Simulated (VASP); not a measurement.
Computed with PBEsol GGA, VASP's PBE PAW potentials (set 64) (plane waves; VASP).

VASP ran on this input.

**INCAR**
```
SYSTEM=ZrO2
PREC=Accurate; ENCUT=520; LREAL=.False.
LASPH=.True.
EDIFF=1E-7; NELM=100; ALGO=Normal
LMAXMIX=4
ISMEAR=-5
GGA=PS
ISIF=2
LWAVE=.False.; LCHARG=.True.; LORBIT=11
NEDOS=601
```

KPOINTS:
```
Automatic mesh
0
Gamma
8 8 8
0 0 0
```

**POSCAR**
```
ZrO2
1
    0.0000000000     2.5336762499     2.5336762499
    2.5336762499     0.0000000000     2.5336762499
    2.5336762499     2.5336762499     0.0000000000
Zr O
1 2
Direct
  0.0000000000   0.0000000000   0.0000000000
  0.2500000000   0.2500000000   0.2500000000
  0.7500000000   0.7500000000   0.7500000000
```

POTCAR, in this order: Zr_sv O (PBE.64 set). Program: vasp_std.

What VASP printed:

**OSZICAR**
```
       N       E                     dE             d eps       ncg     rms          rms(c)
DAV:   1     0.194726842029E+03    0.19473E+03   -0.14624E+04   928   0.154E+03
DAV:   2    -0.276875165900E+02   -0.22241E+03   -0.21958E+03  1232   0.389E+02
DAV:   3    -0.355892113116E+02   -0.79017E+01   -0.78961E+01  1424   0.748E+01
DAV:   4    -0.357505895832E+02   -0.16138E+00   -0.16135E+00  1232   0.836E+00
DAV:   5    -0.357541778806E+02   -0.35883E-02   -0.35883E-02  1288   0.875E-01    0.259E+01
DAV:   6    -0.300468036636E+02    0.57074E+01   -0.32614E+01  1016   0.447E+01    0.109E+01
DAV:   7    -0.299675047773E+02    0.79299E-01   -0.13070E+00  1296   0.939E+00    0.664E+00
DAV:   8    -0.299242775783E+02    0.43227E-01   -0.16189E-01  1232   0.422E+00    0.437E-01
DAV:   9    -0.299241507054E+02    0.12687E-03   -0.15509E-02  1208   0.892E-01    0.311E-01
DAV:  10    -0.299246512330E+02   -0.50053E-03   -0.47330E-03  1024   0.689E-01    0.142E-01
DAV:  11    -0.299246412030E+02    0.10030E-04   -0.14970E-03  1144   0.328E-01    0.127E-01
DAV:  12    -0.299245891146E+02    0.52088E-04   -0.27551E-04  1120   0.132E-01    0.480E-03
DAV:  13    -0.299245899704E+02   -0.85582E-06   -0.90266E-06  1120   0.240E-02    0.380E-03
DAV:  14    -0.299245899872E+02   -0.16777E-07   -0.18440E-06  1152   0.889E-03    0.572E-03
DAV:  15    -0.299245898373E+02    0.14981E-06   -0.17941E-07   816   0.422E-03    0.731E-04
DAV:  16    -0.299245898254E+02    0.11918E-07   -0.17712E-08   640   0.117E-03
   1 F= -.29924590E+02 E0= -.29924590E+02  d E =0.000000E+00
```

### OUTCAR
```
------------------------ aborting loop because EDIFF is reached ----------------------------------------
  FORCE on cell =-STRESS in cart. coord.  units (eV):
  Direction    XX          YY          ZZ          XY          YZ          ZX
  --------------------------------------------------------------------------------------
  Total       -0.0071490     -0.0071490     -0.0071490     -0.0000000      0.0000000     -0.0000000
  in kB       -0.3521042     -0.3521042     -0.3521042     -0.0000000      0.0000000     -0.0000000
  external PRESSURE =      -0.3521042 kB  Pullay stress =       0.0000000 kB
  volume of cell :       32.53
      direct lattice vectors                 reciprocal lattice vectors
     0.000000000  2.533676250  2.533676250    -0.197341709  0.197341709  0.197341709
     2.533676250  0.000000000  2.533676250     0.197341709 -0.197341709  0.197341709
     2.533676250  2.533676250  0.000000000     0.197341709  0.197341709 -0.197341709
 POSITION                                       TOTAL-FORCE (eV/Angst)
 -----------------------------------------------------------------------------------
      0.00000      0.00000      0.00000        -0.000000     -0.000000     -0.000000
      1.26684      1.26684      1.26684         0.000000      0.000000      0.000000
      3.80051      3.80051      3.80051         0.000000     -0.000000     -0.000000
 -----------------------------------------------------------------------------------
    total drift:                                0.000000      0.000000      0.000000
  FREE ENERGIE OF THE ION-ELECTRON SYSTEM (eV)
  ---------------------------------------------------
  free  energy   TOTEN  =       -29.9245898254 eV

  energy  without entropy=      -29.9245898254  energy(sigma->0) =      -29.92458983

 total charge

# of ion       s       p       d       tot
------------------------------------------
    1        2.174   6.053   1.337   9.564
    2        1.560   3.525   0.000   5.085
    3        1.560   3.525   0.000   5.085
--------------------------------------------------
tot          5.293  13.104   1.337  19.733
```
(Selected blocks of OUTCAR.)

The compound is ZrO2 in the fluorite structure, the high-temperature cubic form, which is unstable at 0 K; the monoclinic form is the stable one. It was relaxed first.
